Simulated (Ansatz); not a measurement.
PbI₂ (P-3m1) from a database of computed structures (r2SCAN+rVV10 geometry), in Ansatz:

```yaml
crystal:
  lattice:
    - [4.56387, 0.00000, 0.00000]
    - [-2.28193, 3.95242, 0.00000]
    - [0.00000, 0.00000, 7.04671]
  atoms:
    - { symbol: Pb, position: [0.00000, 0.00000, 0.00000] }
    - { symbol: I, position: [0.66667, 0.33333, 0.73325] }
    - { symbol: I, position: [0.33333, 0.66667, 0.26675] }
```

G0W0@PBE with 941 empty bands, a screening cutoff of 220 eV and a 6×6×4 mesh (PAW, contour deformation) gives 3.250 eV over the mesh points, from a PBE gap of 2.230 eV; it sums over 965 bands with 953 plane waves in the screening and a wave cutoff of 420 eV. G0W0 values are finite-basis, finite-mesh values. No spin polarisation and no zero-point or thermal motion.

Question: Estimate the gap with frequency model Godby-Needs pole.

Answer: 3.202 eV (-0.048 eV), from a Kohn-Sham gap of 2.230 eV.

Question: Estimate the gap with empty bands 379, screening cutoff 120 eV.

Answer: 3.159 eV (-0.091 eV), from a Kohn-Sham gap of 2.230 eV.

Question: Another run gave a Kohn-Sham gap of 2.228 eV and a G0W0 gap of 3.118 eV, summing over 955 bands with 953 plane waves in the screening and a wave cutoff of 952 eV. What was changed?

Answer: Potentials of the kind norm-conserving. The wave cutoff gives it away.

Spin-orbit coupling is left out; in compounds of Pb, Bi, Tl or Hg it can lower a gap by up to about 1 eV, split its edges or invert the bands.
